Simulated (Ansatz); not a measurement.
# The honeycomb GaP bilayer (AB) under a gate, part 4 of 4

Wanted: Fermi level and gate voltage of the honeycomb GaP bilayer (AB) as it is charged.

Ansatz 0.2.0; plane-wave DFT, PBE-D3(BJ), Ansatz PAW.

So far. Step 11 (Gated layer, added electrons -10×10¹³ per cm²): Against the uncharged case this takes -7.82 V.

### 13. A changed input

This step: plane-wave DFT, PBE-D3(BJ), Ansatz PAW (Ansatz 0.2.0).

A run with a changed input: it repeats the earlier run at 1 × 10¹³ added electrons per cm² with basis.ecutrho_ratio to 8, scf.occupations.method from fermi_dirac to methfessel_paxton and scf.occupations.width from 0.02585 to 0.2.

Contents of input.yaml:

```yaml
crystal:
  lattice:
    - [3.8776761941, 0.0, 0.0]
    - [-1.9388380971, 3.3581660918, 0.0]
    - [0.0, 0.0, 37.8562764176]
  atoms:
    - { symbol: P, position: [0.6666666667, 0.3333333333, 0.4477460967] }
    - { symbol: Ga, position: [0.3333333333, 0.6666666667, 0.4591298149] }
    - { symbol: P, position: [0.0, 0.0, 0.5420535543] }
    - { symbol: Ga, position: [0.6666666667, 0.3333333333, 0.5522539033] }
  periodic: [true, true, false]
  symmetry: { detect: true }
total_charge: -0.013022
kpoints:
  mp_grid: { grid: [72, 72, 1] }
hamiltonian:
  xc: pbe
  dispersion: d3bj
scf:
  occupations: { method: methfessel_paxton, width: 0.2 }
  convergence: { dr2_threshold: 1.0e-10 }
output:
  forces: true
  eigenvalues: true
  write_potential: true
  write_density: true
  volumetric_format: npy
external_charges:
  - { charge: 0, barrier: 10, axis: 3, height: 24.406, sigma: 0.25 }
  - { charge: 0.013022, axis: 3, height: 25.906, sigma: 0.5 }
basis:
  ecutrho_ratio: 8
```

The run is started by

```bash
> ansatz run input.yaml --threads 4 --pin off --max-ram 16384MiB --backend cpu --events-out ev --progress --plain --runs-dir out
```

Numbers of over 12 decimals in the logs are rounded to 6 here.

Log:

```text
[...]
Crystal: 4 atoms, lattice volume = 492.960 Å³
Basis set: ecut = 420 eV, 9727 PW (Γ), exchange–correlation on 80×80×720 points (8 copies of the dense FFT grid, shifted against one another)
Bands: 23, of which v1, the nominal top of the filled ones, is band 18 counted from 1 (17 counted from 0)
Symmetry: 6 space group operations
[...]
k-points: 469 of 5184 (time reversal used)
[...]
SCF iter   1: F=—  HF=-9079.086381 eV  |F-HF|=—  |Δ(HF+E_count)|=         —  Δρ=1.97e-2  dr2=3.49e0  ethr=3.10e-3  ⟨swp⟩=11.5  Hψ=81579  notcnv=0
[...]
SCF iter  13: F=-9078.177860 eV  HF=-9078.177860 eV  |F-HF|=1.07e-10  |Δ(HF+E_count)|=   2.56e-9  S|Δr|=    0.00e0  Δρ=9.46e-8  dr2=4.74e-11  ethr=1.00e-12  ⟨swp⟩=20.2  Hψ=107563  notcnv=0
SCF 1 converged in 13 iterations: F = -9078.177860 eV  dr2 = 4.74e-11
[...]
SCF converged after 13 iterations
Stability not checked: this state was not tested for a lower state beside it, because cold or Methfessel-Paxton smearing, or corrected tetrahedra, fill the levels in a way that the test cannot read (fill_not_monotonic; see scf.lower_state_search)
Free energy (F): -9078.177860 eV
[...]
Internal energy: -9078.178763 eV  (E = F + TS)
E sigma→0 (E₀):  -9078.178086 eV
Entropy (-TS):   0.000903 eV (0.226 meV/atom)
Fermi energy:    -3.632638 eV
[...]
--- Forces (eV/Å), atoms and charges each counted from 1 ---
  atom   1  P     -0.00000000     0.00000000     0.00110579
  atom   2  Ga     0.00000000     0.00000000     0.00668034
  atom   3  P     -0.00000000    -0.00000000     0.00351251
  atom   4  Ga     0.00000000    -0.00000000    -0.02560263
  external charge   1     0.00000000     0.00000000     0.01548400
  external charge   2     0.00000000     0.00000000    -0.00117734
  max |Σ_I F_I| component, the external charges' with the atoms': 2.67e-6 eV/Å
--- Band table (eV; the first three rows and the last of 469) ---
  k-point 0: bands = [... 14 lower, -5.7722, -5.7722, -5.1558, -5.1558, -3.4788, -2.9562, -1.0810, -0.5433, ... 1 higher]
  k-point 1: bands = [... 14 lower, -5.7932, -5.7765, -5.1807, -5.1597, -3.4571, -2.9334, -1.0793, -0.5478, ... 1 higher]
  k-point 2: bands = [... 14 lower, -5.8521, -5.7895, -5.2520, -5.1716, -3.3953, -2.8684, -1.0743, -0.5609, ... 1 higher]
  k-point 468: bands = [... 14 lower, -8.9721, -8.3669, -5.3747, -4.9636, -2.9788, -2.8575, 0.8659, 0.9209, ... 1 higher]
```

Elapsed: 3.7 min, on 4 threads of Arm Neoverse V1, shared host; peak memory 4.2 GiB.

```
                                                                                quantity  this run  earlier run  difference
potential beyond the upper barrier and gate, less the barrier, from the Fermi level (eV)     2.610        2.596       0.014
```

It moves by +0.014 eV.

The change shows in the results, which are not taken further.

### 14. Varying the input

Another changed input: it repeats the earlier run at 1 × 10¹³ added electrons per cm² with kpoints.mp_grid.grid from [72, 72, 1] to [108, 108, 1], scf.eigensolver.kind to davidson, basis.precision to f64 and basis.ecutwfc to 550 eV.

input.yaml, as its differences from that of step 13:

```diff
@@ -14,3 +14,3 @@
 kpoints:
-  mp_grid: { grid: [72, 72, 1] }
+  mp_grid: { grid: [108, 108, 1] }
 hamiltonian:
@@ -19,4 +19,5 @@
 scf:
-  occupations: { method: methfessel_paxton, width: 0.2 }
+  occupations: { method: fermi_dirac, width: 0.02585 }
   convergence: { dr2_threshold: 1.0e-10 }
+  eigensolver: { kind: davidson }
 output:
@@ -31,2 +32,3 @@
 basis:
-  ecutrho_ratio: 8
+  precision: f64
+  ecutwfc: "550 eV"
```

Log:

```text
[...]
Crystal: 4 atoms, lattice volume = 492.960 Å³
Basis set: ecut = 550 eV, 14527 PW (Γ), exchange–correlation on 60×60×600 points (8 copies of the dense FFT grid, shifted against one another)
Bands: 23, of which v1, the nominal top of the filled ones, is band 18 counted from 1 (17 counted from 0)
Symmetry: 6 space group operations
[...]
k-points: 1027 of 11664 (time reversal used)
[...]
SCF iter  16: F=-9078.182378 eV  HF=-9078.182378 eV  |F-HF|=3.64e-11  |Δ(HF+E_count)|=  8.91e-11  Δρ=3.30e-8  dr2=5.73e-12  ethr=1.00e-12  ⟨swp⟩=3.0  Hψ=43974  notcnv=0
SCF 1 converged in 16 iterations: F = -9078.182378 eV  dr2 = 5.73e-12
[...]
SCF converged after 16 iterations
Free energy (F): -9078.182378 eV
[...]
Internal energy: -9078.181625 eV  (E = F + TS)
E sigma→0 (E₀):  -9078.182001 eV
Entropy (-TS):   -0.000752 eV (-0.188 meV/atom)
Fermi energy:    -3.617403 eV
[...]
--- Forces (eV/Å), atoms and charges each counted from 1 ---
  atom   1  P      0.00000000    -0.00000000     0.00074414
  atom   2  Ga     0.00000000     0.00000000     0.00638425
  atom   3  P     -0.00000000    -0.00000000     0.00375992
  atom   4  Ga     0.00000000     0.00000000    -0.02519993
  external charge   1     0.00000000     0.00000000     0.01549090
  external charge   2     0.00000000     0.00000000    -0.00117737
  max |Σ_I F_I| component, the external charges' with the atoms': 1.92e-6 eV/Å
--- Band table (eV; the first three rows and the last of 1027) ---
  k-point 0: bands = [... 14 lower, -5.7721, -5.7721, -5.1566, -5.1566, -3.4782, -2.9567, -1.0807, -0.5433, ... 1 higher]
  k-point 1: bands = [... 14 lower, -5.7815, -5.7740, -5.1678, -5.1584, -3.4685, -2.9464, -1.0799, -0.5453, ... 1 higher]
  k-point 2: bands = [... 14 lower, -5.8089, -5.7798, -5.2005, -5.1637, -3.4401, -2.9165, -1.0777, -0.5513, ... 1 higher]
  k-point 1026: bands = [... 14 lower, -8.9719, -8.3676, -5.3746, -4.9643, -2.9786, -2.8580, 0.8658, 0.9210, ... 1 higher]
```

The job ended after 20 min (4 threads; peak memory 6.8 GiB; 81 min of CPU time).

This step gave:

```
energy at zero smearing                                                             : -9078.1820 eV
potential beyond the upper barrier and gate, less the barrier, from the Fermi level : 2.595 eV
```

```
                                                                                quantity  this run  earlier run  difference
potential beyond the upper barrier and gate, less the barrier, from the Fermi level (eV)     2.595        2.596     -4.9e-4
```

Nothing in the table moves by 0.01 in its unit. The run took 16 SCF cycles against 13.

### 15. What came out

```
gap with uncharged gates                    : 1.32 eV
gate voltage at 10×10¹³ holes per cm²       : -7.82 V
gate voltage at 10×10¹³ electrons per cm²   : +7.11 V
total capacitance near 8×10¹³ holes per cm² : 2.24 µF/cm²
```

What this shows: Putting 10×10¹³ holes per cm² on the layer takes -7.82 V on the gate; how far the Fermi level moves against the bands is taken for single layers without spin and with an even electron count alone. Between the first holes and the first electrons the voltage runs over 2.65 V: the drop across the plates for that charge, plus the way of the Fermi level through the region of the 1.32 eV gap. The zero of the voltage lies where the smearing puts the uncharged Fermi level. Plates 5 Å apart would give 1.77 µF/cm² in vacuum; the computed total runs from 1.2 to 2.58 µF/cm². A value over that of the plates means that the screening charge has its centre outside the outer atoms; a low density of states works the other way. Few carriers sample few k-points, so the slopes at the lowest densities depend on the mesh and on the temperature. The gates are charged sheets behind model barriers, not atoms. Spin-orbit coupling is left out.

[Logs are printed without paths, hosts, clocks, repeated set-up lines and the standing remarks that a program may print on its own settings, such as how far it seeks lower states.]

[Hosts, paths, dates, database ids (printed as entryN), source tags and the programs' standing remarks are cut or masked in the printed files.]

[Maps of the electrostatic potential energy from Ansatz leave out the sawtooth potential of an applied field or a dipole correction, so their vacuum need not be flat; planar profiles and work functions include it.]
